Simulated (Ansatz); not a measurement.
HfO₂ (fluorite) under strain

HfO₂ in the fluorite structure, relaxed with r2SCAN in Ansatz 0.2.0. It is cubic, Fm-3m (No. 225); a = 5.058 Å in the conventional setting, 10.79 Å³ an atom. Hf is surrounded by 8 O at 2.19 Å; O is surrounded by 4 Hf at 2.19 Å.

The axes x, y and z are those of this cell:
```xyz
3
Lattice="0.0000 2.5292 2.5292 2.5292 0.0000 2.5292 2.5292 2.5292 0.0000" Properties=species:S:1:pos:R:3 pbc="T T T"
Hf    0.0000    0.0000    0.0000
O     1.2646    1.2646    1.2646
O     3.7938    3.7938    3.7938
```

Unstrained: The PBE gap is direct at X: 3.803 eV. With r2SCAN the gap is 4.303 eV and direct, at X. HSE06 gives a direct gap of 5.409 eV at X. Meshes: PBE 8×8×8, r2SCAN 8×8×8, HSE06 6×6×6. Strains are changes of length per length. After each strain the atoms were relaxed again with r2SCAN within the symmetry that the strain leaves, so tilts or polar shifts that break it weren't tested; points keep the names that they have in the unstrained zone. Spin-unpolarised throughout; all numbers are computed.

Changes of the least gap in eV (an overlap counts as a negative gap):
```
                                                                   strain  volume change (%)  space group     PBE  r2SCAN   HSE06  energy rise, r2SCAN (meV/atom)
                                              uniaxial -3.0 % along [111]               -3.0         R-3m  +0.080  +0.087  +0.094                            11.9
             epitaxial -2.5 % in the xy plane, free normal strain +0.98 %               -4.0       I4/mmm  -0.233  -0.202  -0.171                            29.5
                                         isotropic -4.0 % on every length              -11.5        Fm-3m  +0.283  +0.316  +0.339                           149.6
                                                  uniaxial -1.0 % along x               -1.0       I4/mmm  -0.051  -0.051  -0.046                             2.0
epitaxial -5.0 % in the plane normal to [111], free normal strain +7.05 %               -3.4         R-3m  +0.131  +0.148  +0.145                            59.9
```

Uniaxial -3.0 % along [111], other directions held. HSE06: the gap goes from 5.409 to 5.503 eV (+0.094 eV). Stress change with r2SCAN, compression positive: xx +8.86, yy +8.86, zz +8.86, xy +1.63, xz +1.63, yz +1.63 GPa.

Epitaxial -2.5 % in the xy plane, free normal strain +0.98 %. HSE06: the gap goes from 5.409 to 5.238 eV (-0.171 eV); it turns from direct (X) to indirect (X → Γ). Stress change with r2SCAN, compression positive: xx +18.20, yy +18.20, zz -0.04 GPa.

Isotropic -4.0 % on every length. HSE06: the gap goes from 5.409 to 5.748 eV (+0.339 eV). Stress change with r2SCAN, compression positive: xx +42.79, yy +42.79, zz +42.79 GPa. For HSE06, dE_g/d ln V = -2.8 eV over this step.

Uniaxial -1.0 % along x, other directions held. PBE: the gap goes from 3.803 to 3.752 eV (-0.051 eV); the edges move from X to X → X [(1/2, 0, 1/2)]; the X points, equivalent before, split by 107 meV, and the valence top lies at those like (0, 1/2, 1/2); least and direct gap lie within 0.04 eV, so its kind isn't settled. HSE06: the gap goes from 5.409 to 5.363 eV (-0.046 eV). Stress change with r2SCAN, compression positive: xx +6.12, yy +1.12, zz +1.12 GPa.

Epitaxial -5.0 % in the plane normal to [111], free normal strain +7.05 %. HSE06: the gap goes from 5.409 to 5.554 eV (+0.145 eV). Stress change with r2SCAN, compression positive: xx +12.03, yy +12.03, zz +12.03, xy -6.02, xz -6.02, yz -6.02 GPa.

No spin-orbit coupling is included; it can move band edges with weight on the heavy atoms by tenths of an eV.

The meshes of the hybrids are coarse, so their gaps aren't converged to the digits shown.
